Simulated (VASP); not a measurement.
A run of VASP 6.6.1:

File INCAR:

```
SYSTEM = AlRu
PREC = Accurate ; ENCUT = 520
EDIFF = 1E-7 ; ISMEAR = -1
SIGMA = 0.05 ; LREAL = .FALSE.
LASPH = .TRUE. ; NELM = 60
ALGO = Fast ; ISIF = 2
LWAVE = .FALSE. ; LCHARG = .FALSE.
LDIPOL = .TRUE. ; IDIPOL = 3
DIPOL = 0.5 0.5 0.500 ; GGA = PE
IBRION = 2 ; NSW = 40
EDIFFG = -0.01
```

KPOINTS

```
regular mesh
0
G
  7 7 1
  0 0 0
```

File POSCAR:

```
AlRu
1.0
    2.9916000000      0.0000000000      0.0000000000
    0.0000000000      2.9916000000      0.0000000000
    0.0000000000      0.0000000000     25.4706000000
Ru Al
4 4
Selective dynamics
Direct
    0.5000000000      0.5000000000      0.2944571388  F F F
    0.5000000000      0.5000000000      0.4119102024  F F F
    0.5000000000      0.5000000000      0.5293632659  T T T
    0.5000000000      0.5000000000      0.6468163294  T T T
    0.0000000000      0.0000000000      0.3531836706  F F F
    0.0000000000      0.0000000000      0.4706367341  F F F
    0.0000000000      0.0000000000      0.5880897976  T T T
    0.0000000000      0.0000000000      0.7055428612  T T T
```

Potentials or basis: VASP PAW PBE potentials, release 64 (Ru_pv, Al).

Run with:

```console
$ cat potpaw_PBE.64/Ru_pv/POTCAR potpaw_PBE.64/Al/POTCAR > POTCAR
$ mpirun -np 1 vasp_std > vasp.out
```

Hardware: 1 thread of AMD EPYC 9R45 96-Core Processor (Zen 5), on a shared host.

Question: Estimate the wall time of this run.

Answer: It took 11 min on 1 thread of AMD EPYC 9R45 96-Core Processor (Zen 5) (shared host), peak memory 0.36 GiB. Counts: scf iterations 214, k points 10, ion steps 14.
